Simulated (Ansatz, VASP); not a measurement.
**Two plane-wave programs on Ga**

```xyz
1
Lattice="2.6991 0.0000 0.0000 0.0000 2.6991 0.0000 0.0000 0.0000 2.6991" Properties=species:S:1:pos:R:3 pbc="T T T"
Ga    0.0000    0.0000    0.0000
```

Change from the starting cell: volume scaled by 0.98, PAW files.

Alike in both runs: task electric field gradients; functional PBE; k mesh 16 × 16 × 16; occupations fermi-dirac, width 0.08 eV; no spin polarisation.

```csv
,VASP,Ansatz
version,VASP 6.6.1,Ansatz 0.2.0
potentials or method,"VASP PAW PBE potentials, release 64 (Ga_d)","PAW with Ansatz's default frozen-core files, scalar-relativistic"
plane-wave cutoff (eV),520,420
valence electrons in the cell,13,13
```

|  | VASP | Ansatz | Ansatz less VASP |
| --- | --- | --- | --- |
| pressure (GPa) | 1.1 | 1.0 | -0.13 |
| Vzz of the field gradient on the site that differs most (V/Å²) | 0.0 | 0.0 | 0.00 |
